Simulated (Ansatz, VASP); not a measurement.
Two plane-wave programs on TaN

```
CELL_PARAMETERS angstrom
3.00475 0.00000 0.00000
-1.50237 2.60219 0.00000
0.00000 0.00000 5.86002
ATOMIC_POSITIONS crystal
Ta 0.00000 0.00000 0.00000
Ta 0.00000 0.00000 0.50000
N 0.33333 0.66667 0.25000
N 0.66667 0.33333 0.75000
```

Change from the starting cell: mode 4 frozen in at +0.000 Å, equal normal strain along x and y +0.0400.

Alike in both runs: task single point; functional PBEsol; k mesh 15 × 15 × 8; occupations gaussian, width 0.15 eV; no spin polarisation.

```csv
,VASP,Ansatz
version,VASP 6.6.1,Ansatz 0.2.0
potentials or method,"VASP PAW PBE potentials, release 64 (Ta_pv, N)","scalar-relativistic, plane waves, PAW"
plane-wave cutoff (eV),520,520
valence electrons in the cell,32,36
```

|  | VASP | Ansatz | Ansatz less VASP |
| --- | --- | --- | --- |
| gap on the k mesh at the Fermi level (eV) | none | none | - |
| pressure (GPa) | -21.4 | -22.1 | -0.67 |
| largest component of the traceless stress (GPa) | 11.16 | 11.07 | -0.088 |

A gap of «none» marks a metal or a gap that the smearing closes. The two sets of potentials don't hold the same shells in valence. Ansatz warned: «pseudo_functional_mismatch».

Caveats: so large a pressure means that the cell lies far from this level's equilibrium, or that cutoff or potentials fall short (VASP); the potentials were made for another functional, which shifts forces and pressure (VASP). Spin-orbit coupling is left out, which matters for the levels of Ta.
